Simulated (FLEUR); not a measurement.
The system is BaZrO3.

```
Ba Zr O
1.0
     4.19134    0.00000    0.00000
     0.00000    4.19134    0.00000
     0.00000    0.00000    4.19134
Ba Zr O
1 1 3
Direct
  0.00000 0.00000 0.00000
  0.50000 0.50000 0.50000
  0.50000 0.50000 0.00000
  0.50000 0.00000 0.50000
  0.00000 0.50000 0.50000
```

Base run:

- Program: FLEUR MaX-R8.1 (later development tree)
- Functional: r2SCAN
- Potentials or basis: all-electron
- Basis: FLAPW
- Kmax: 4.97 1/bohr
- k mesh: 6 × 6 × 6
- Occupations: fermi-dirac, width 0.05 eV
- Spin: no spin polarisation

Its results: band gap on the k mesh 3.76 eV, indirect (least direct gap 3.97 eV).

**Question.** The run is repeated on the same cell with these changes: functional from r2SCAN to LDA. What comes out?

**Answer.** Band gap on the k mesh 3.13 eV, indirect (least direct gap 3.32 eV).

r2SCAN gives the wider gap, since meta-GGAs in the generalised Kohn-Sham scheme recover part of the derivative discontinuity.

Caveats: spin-orbit coupling is left out, which moves the levels of the heavy elements; the meta-GGA is that of a development version, with a GGA for the radial functions and cores and without core tails (some runs).
